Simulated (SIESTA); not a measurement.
Runs of SIESTA 5.4.2 on Ni. Symmetry: Fm-3m, No. 225, cubic system. The conventional cell has a = 3.475 Å, b = 3.475 Å, c = 3.475 Å, α = 90.00°, β = 90.00°, γ = 90.00°. Around Ni (site symmetry m-3m) lie 12 Ni at 2.46 Å. 

| task | level | potentials or basis | k mesh | gap on the mesh (eV) | pressure (GPa) | moment (μB) |
| --- | --- | --- | --- | --- | --- | --- |
| single point | PBE | PseudoDojo 0.4 standard (PBE files), DZP (energy shift 0.003 Ry; two zetas on semicore shells) | 9 × 9 × 9 | none | (a) | 0.51 |
| single point | PBE | PseudoDojo 0.4 standard (PBE files), TZP (energy shift 0.003 Ry; two zetas on semicore shells) | 9 × 9 × 9 | none | 6.5 | 0.51 |
| single point | PBE | PseudoDojo 0.4 standard (PBE files), SZ (energy shift 0.003 Ry) | 9 × 9 × 9 | none | 42.6 | 0.48 |
| single point | PBE | PseudoDojo 0.4 standard (PBE files), SZP (energy shift 0.003 Ry) | 9 × 9 × 9 | none | 17.0 | 0.57 |

Alike in all rows: spin collinear, ferromagnetic start; cell as given; smearing fermi-dirac 0.05 eV; grid cutoff 800 Ry; energy shift 0.003 Ry.

Q: Fill in the values left out.

A: (a) 7.6.

Caveats: short orbitals over semicore shells can move pressures by several GPa; the basis of atomic orbitals isn't converged, which shifts pressures, moduli and gaps; the basis has no polarisation orbitals (some runs); a pressure of tens of GPa on the cell as given is suspect, and the run, the potentials or the cell itself is likely at fault (some runs).

A gap of «none» marks a metal or a gap under the smearing width.
